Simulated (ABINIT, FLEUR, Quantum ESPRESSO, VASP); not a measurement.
**Eu: programs and potentials compared**

```
Eu
1.0
    -2.30300    2.30300    2.30300
     2.30300   -2.30300    2.30300
     2.30300    2.30300   -2.30300
Eu
1
Direct
  0.00000 0.00000 0.00000
```

Alike in all runs: task single point; functional PBE; k mesh 8 × 8 × 8; occupations fermi-dirac, width 0.05 eV; collinear spin, ferromagnetic start; no spin-orbit coupling. Pressure is positive in compression and, in plane waves, holds the error of the finite cutoff.

```tsv
program and potentials	plane-wave cutoff (eV)	notes	band gap (eV)	pressure (GPa)	net moment per atom (μB)
VASP, PBE PAW files Eu, 520 eV	520	-	no gap	-1.84	7.37
FLEUR, all-electron, FLAPW	-	-	no gap	-	7.36
ABINIT, JTH PAW PBE v2.0	544	-	no gap	-2.29	7.38
Quantum ESPRESSO, SSSP 1.3 efficiency PBE	748	-	no gap	-2.04	7.38
```

None finds a gap. The pressure spans -2.29 (ABINIT, JTH PAW PBE v2.0) to -1.84 GPa (VASP, PBE PAW files Eu, 520 eV). The net moment per atom spans 7.36 (FLEUR, all-electron, FLAPW) to 7.38 μB (ABINIT, JTH PAW PBE v2.0), with all-electron results at 7.36. The state is the one that the start led to, which needn't be the lowest.

The functional is the same throughout but for its coding, so the spread measures potentials, basis and numerics; runs on potential files found faulty are left out.
